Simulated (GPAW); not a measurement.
A run of GPAW 26.7.0 is set up as follows.

The input run.py:

```python
from ase import Atoms
from ase.dft.bandgap import bandgap
from ase.io import write
from ase.units import GPa
from gpaw import GPAW, PW

atoms = Atoms(['Cl', 'Li'],
              cell=[[0.0, 2.56477, 2.56477],
                    [2.56477, 0.0, 2.56477],
                    [2.56477, 2.56477, 0.0]],
              scaled_positions=[[0.5, 0.5, 0.5],
                                [0.0, 0.0, 0.0]],
              pbc=True)

calc = GPAW(mode=PW(600),
            xc='LDA',
            kpts={'size': (7, 7, 7), 'gamma': True},
            occupations={'name': 'fermi-dirac', 'width': 0.05},
            nbands=11,
            maxiter=120,
            txt='gpaw.txt')
atoms.calc = calc
energy = atoms.get_potential_energy()
forces = atoms.get_forces()
stress = atoms.get_stress()
calc.write('gs.gpw')
write('result.traj', atoms)
print(f'Energy: {energy:.6f} eV')
print('Forces (eV/A):')
print(forces.round(4))
print('Stress (GPa):', (stress / GPa).round(3))
print('Fermi level:', round(calc.get_fermi_level(), 4), 'eV')
print(f'Gap: {bandgap(calc)[0]:.4f} eV, direct: {bandgap(calc, direct=True)[0]:.4f} eV')
```

Potentials or basis: the program's PAW data sets (release 1.2.1) made for this functional, pw.

Run with:

```sh
$ OMP_NUM_THREADS=1 python run.py
```

**Question.** Predict the band gap on the k mesh.

**Answer.** 5.99 eV, direct.

**Question.** Estimate the pressure.

**Answer.** -2.9 GPa.

Caveat: the cutoff is short for stress and forces, so pressures can be off by a GPa or more; an odd mesh through Γ misses points on the zone boundary, where band edges often lie.
